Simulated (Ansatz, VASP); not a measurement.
# WC in VASP and in Ansatz

File INCAR:

```
ALGO = Normal
EDIFF = 1E-6
ENCUT = 520
GGA = PS
ISIF = 2
ISMEAR = 0
LASPH = T
LCHARG = F
LREAL = F
LWAVE = F
NBANDS = 16
NELM = 60
PREC = Accurate
SIGMA = 0.15
```

The input KPOINTS:

```
k-points
0
Gamma
  21 21 18
```

The input POSCAR:

```
WC
1.0
    2.9822483642      0.0000000000      0.0000000000
   -1.4911241821      2.5827028438      0.0000000000
    0.0000000000      0.0000000000      2.6760332114
W C
1 1
Direct
    0.0000000000      0.0000000000      0.0000000000
    0.6666666667      0.3333333333      0.5000000000
```

Input for Ansatz:

```yaml
crystal:
  lattice:
    - [2.9822483642, 0.0, 0.0]
    - [-1.4911241821, 2.5827028438, 0.0]
    - [0.0, 0.0, 2.6760332114]
  atoms:
    - { symbol: W, position: [0.0, 0.0, 0.0] }
    - { symbol: C, position: [0.6666666667, 0.3333333333, 0.5] }
basis:
  ecutwfc: 420
kpoints:
  mp_grid: { grid: [21, 21, 18] }
hamiltonian:
  xc: pbesol
scf:
  occupations: { method: gaussian, width: 0.15 }
output:
  forces: true
  stress: true
  eigenvalues: true
```

Alike in both runs: task single point; functional PBEsol; k mesh 21 × 21 × 18; occupations gaussian, width 0.15 eV; no spin polarisation.

|  | VASP | Ansatz |
| --- | --- | --- |
| version | VASP 6.6.1 | Ansatz 0.2.0 |
| potentials or method | VASP PAW PBE potentials, release 64 (W_sv, C) | scalar-relativistic, plane waves, PAW |
| plane-wave cutoff (eV) | 520 | 420 |
| valence electrons in the cell | 18 | 18 |

```tsv
	VASP	Ansatz	Ansatz less VASP
gap on the k mesh at the Fermi level (eV)	none	none	-
pressure (GPa)	6.4	5.1	-1.36
largest component of the traceless stress (GPa)	42.33	41.90	-0.427
```

A gap of «none» marks a metal or a gap that the smearing closes.

Caveats: the PAW data sets were made with another functional, which shifts forces and pressure a little (VASP). Spin-orbit coupling is left out, which matters for the levels of W.
